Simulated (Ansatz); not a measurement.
# Calculated As-75 nuclear quadrupole resonance for InAs under strain

Cell: an entry of the Crystallography Open Database (COD), relaxed with PBE at fixed cell and then changed (z stretched by 2 %, ions relaxed).

```yaml
crystal:
  lattice:
    - [0.00000, 3.02900, 3.08958]
    - [3.02900, 0.00000, 3.08958]
    - [3.02900, 3.02900, 0.00000]
  atoms:
    - { symbol: In, position: [0.00000, 0.00000, 0.00000] }
    - { symbol: As, position: [0.25000, 0.25000, 0.25000] }
```

Sites (sets of like atoms) are named by element and the number of their first atom in this list.

Level of theory: DFT, PBE, plane waves and PAW, scalar-relativistic, 420 eV cutoff, Γ-centred 13×13×13 k-points, Fermi–Dirac smearing 0.05 eV (Ansatz 0.2.0).

As-75: I = 3/2, Q = 311.0 mb (year-2017 value). Static lattice, zero field.

Q: At which frequencies do the As-75 NQR lines lie?

A: For I = 3/2 there is one line, ν = (|C_Q|/2)(1 + η²/3)^½.

```tsv
site	atoms	V_zz (10²¹ V/m²)	C_Q (MHz)	η	line frequencies (MHz)
As	2	0.49	3.69	0.00	1.85
```

An axis of threefold or higher order runs through As, so V_zz lies along it and η is zero.

With no gap above 0.1 eV, as in a metal, the gradients converge slowly in k; expect changes of a tenth or more on a denser mesh. Without spin–orbit coupling (the program notes it for In) the gradients can shift somewhat, as the gap is small. Semilocal functionals make gaps too small and can close them, so the real compound need not be a metal.
